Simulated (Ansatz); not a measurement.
# I under changes of volume

One of the cells (42.631 Å³/atom); the others are scaled copies at fixed shape and fractional positions:

```
CELL_PARAMETERS angstrom
3.63503 -2.39502 0.00000
3.63503 2.39502 0.00000
0.00000 0.00000 9.79344
ATOMIC_POSITIONS crystal
I 0.64930 0.35070 0.38440
I 0.14930 0.85070 0.11560
I 0.35070 0.64930 0.61560
I 0.85070 0.14930 0.88440
```

* Program: Ansatz 0.2.0
* Functional: LDA
* Potentials or basis: Ansatz PAW
* Cutoff: 420 eV (not typed: the program's choice for these potentials)
* k mesh: 7 × 7 × 3
* Occupations: fermi-dirac, width 0.05 eV
* Spin: no spin polarisation

```tsv
volume (Å³/atom)	energy over the lowest point (meV/atom)	pressure (GPa)	gap on the mesh (eV)	largest force (eV/Å)
40.073	2.61	0.8	1.35	1.311
40.926	0.00	0.2	1.31	1.101
41.778	0.62	-0.4	1.27	0.907
42.631	4.09	-0.9	1.23	0.728
43.483	?	?	?	?
44.336	18.26	-1.7	1.14	0.415
45.189	28.41	-2.1	1.11	0.283
```

**Question.** What does the run at 43.483 Å³/atom give?

**Answer.** Energy over the lowest point 10.07 meV/atom; pressure -1.3 GPa; gap on the mesh 1.19 eV; largest force 0.564 eV/Å.

Worked out: A Birch-Murnaghan fit of order 3 (a polynomial in V^(-2/3)) to the other rows has its minimum at 41.17 Å³/atom with B0 = V·E''(V) = 28 GPa and B' = 5.1 at fixed shape and positions, which overstates the stiffness. It gives 10.06 meV/atom at 43.483 Å³/atom, against the run's 10.07, and -dE/dV = -1.3 GPa, against -1.3. A straight line through the other rows of the gap, of slope -2.04 eV per unit of ln V, gives 1.19 eV, against the run's 1.19.

Energies are extrapolated to zero smearing.

Caveats: odd divisions of the mesh miss points on the zone boundary, where band edges often lie, so the gap on the mesh can be too wide; spin-orbit coupling is left out, which moves the levels of the heavy elements; the PAW data sets come from PBE, with cores solved anew for the run's functional, which leaves a small shift of forces and pressure; forces of over 1 eV/Å show positions far from the minimum, so gaps and moduli don't describe the material at rest (some runs).

A mesh can miss the band edges.
